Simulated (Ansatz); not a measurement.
**Stationary points along a deformation path in Si**

Level of theory: DFT PBE+D3(BJ), scalar-relativistic, plane waves, PAW (Ansatz). The runs took a 420 eV cutoff, a Γ-centred 26×26×26 mesh and Gaussian smearing (0.15 eV). No spin polarisation. Energies are free energies at this smearing, counted from the undisturbed cell; pressure is positive in compression.

Reference structure (as given, not relaxed at this level; it stands at -1.7 GPa; this form isn't the usual structure):

```
Si
1.0
    -1.62691    1.62691    1.32033
     1.62691   -1.62691    1.32033
     1.62691    1.62691   -1.32033
Si
1
Direct
  0.00000 0.00000 0.00000
```

At fixed volume and fractional coordinates, lengths along (0.000, 0.000, 1.000) are scaled against those across it; ρ is that ratio over its starting value. V = 13.979 Å³/atom. Δσ is the stress along the axis less the mean stress across it (compression positive).

| ρ | ΔE (meV/atom) | Δσ (GPa) | space group |
| --- | --- | --- | --- |
| 0.800 | 158.3 | 33.92 | I4/mmm |
| 0.850 | 65.9 | 19.30 | I4/mmm |
| 0.920 | 10.9 | 6.18 | I4/mmm |
| 0.960 | 1.1 | 2.26 | I4/mmm |
| 1.000 | 0.0 | -1.06 | I4/mmm |
| 1.050 | 6.0 | -3.16 | I4/mmm |
| 1.100 | 16.8 | -4.82 | I4/mmm |
| 1.200 | 39.9 | -2.77 | I4/mmm |
| 1.300 | 37.5 | 2.27 | I4/mmm |

Question: How does the stress give the slope of the energy, and where is the energy stationary?

Answer: Along the path d ln(length) is 2/3 d ln ρ on the axis and −1/3 d ln ρ across it, so dE/d ln ρ = −(2/3) V Δσ: the energy falls with ρ where Δσ is positive. Δσ vanishes or changes sign between ρ = 0.960 and 1.000, a minimum (near 0.99 by linear interpolation); between ρ = 1.200 and 1.300, a maximum (near 1.25 by linear interpolation). Pairs of stationary points between two samples would go unseen, and could change a minimum read from distant neighbours into a maximum.

Question: Integrate that slope from ρ = 1 to 1.200 by the trapezoid rule.

Answer: With V/N in Å³ and 1 eV/Å³ = 160.2 GPa the slopes at ρ = 1.000, 1.050, 1.100, 1.200 are 62, 184, 280, 161 meV/atom per unit of ln ρ. The steps add 6.0 + 10.8 + 19.2 = 36.0 meV/atom, against 39.9 from the energies; the trapezoid rule misses the curvature of the slope within each step.

In a metal these slopes depend on the k mesh and the smearing.